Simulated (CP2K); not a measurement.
Crystal: Cd.

```
CELL_PARAMETERS angstrom
3.07355 0.00000 0.00000
1.39096 2.74079 0.00000
1.39096 0.85392 2.60437
ATOMIC_POSITIONS crystal
Cd 0.00000 0.00000 0.00000
```

This isn't the form of Cd at room conditions, which is hcp.

| Item | Value |
| --- | --- |
| Program | CP2K 2026.2 |
| Task | single point |
| Functional | PBE |
| Potentials or basis | POTENTIAL_UZH Cd GTH-PBE-q12; TZVP-MOLOPT-PBE-GTH basis |
| Density cutoff | 6123 eV |
| k mesh | 10 × 10 × 10 |
| Occupations | fermi-dirac, width 0.05 eV |
| Spin | no spin polarisation |

On this cell: pressure 2.3 GPa; band gap on the k mesh none (metal or under the smearing width).

The same run follows on a disturbed copy (cell strained at random at fixed volume):

```
Cd
1.0
     3.00018    0.00000    0.00000
     1.33775    2.78039    0.00000
     1.35088    0.91295    2.63006
Cd
1
Direct
  0.99971 0.99976 0.01173
```

Q: What changes?

A: The energy (extrapolated to zero smearing) moves by +4.5 meV/atom; pressure 2.3 GPa; band gap on the k mesh none (metal or under the smearing width).

Stress tensor (GPa, compression positive):
```
 3.42  0.23  0.04
 0.23  1.57 -0.60
 0.04 -0.60  2.02
```

Caveats: the basis of atomic orbitals isn't converged, which shifts pressures, moduli and gaps.
